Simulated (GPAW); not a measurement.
Te2Mo, 6 atoms in the cell. Symmetry: P6_3/mmc, No. 194, hexagonal system. Conventional cell: a = 3.518 Å, b = 3.518 Å, c = 13.974 Å, α = 90.00°, β = 90.00°, γ = 120.00°. Te (site symmetry 3m) has 3 Mo at 2.72 Å as nearest neighbours. Mo (site symmetry -6m2) has 6 Te at 2.72 Å as nearest neighbours. 

| Quantity | Value |
| --- | --- |
| Program | GPAW 26.7.0 |
| Task | band structure |
| Functional | LDA |
| Potentials or basis | JTH PAW 2.0, LDA |
| Cutoff | 600 eV |
| Basis | pw |
| k mesh | 5 × 5 × 2 |
| Occupations | fermi-dirac, width 0.05 eV |
| Spin | no spin polarisation |
| Maxiter | 150 |
| Band path | GMKGALHA,LM,KH |
| Band points | 80 |
| Data set | Mo jth, Te jth |

Potentials or basis: JTH PAW 2.0, LDA, pw.

Command:

```sh
$ OMP_NUM_THREADS=1 python run.py
```

Hardware: 1 thread of Intel(R) Xeon(R) Platinum 8488C (Sapphire Rapids), on a shared host.

Q: Estimate the wall time of this run.

A: Wall time 3.3 min on 1 thread of Intel(R) Xeon(R) Platinum 8488C (Sapphire Rapids) (shared host), peak memory 0.8 GiB. Counts: scf iterations 20, plane waves 5024, bands 46, k points 10.
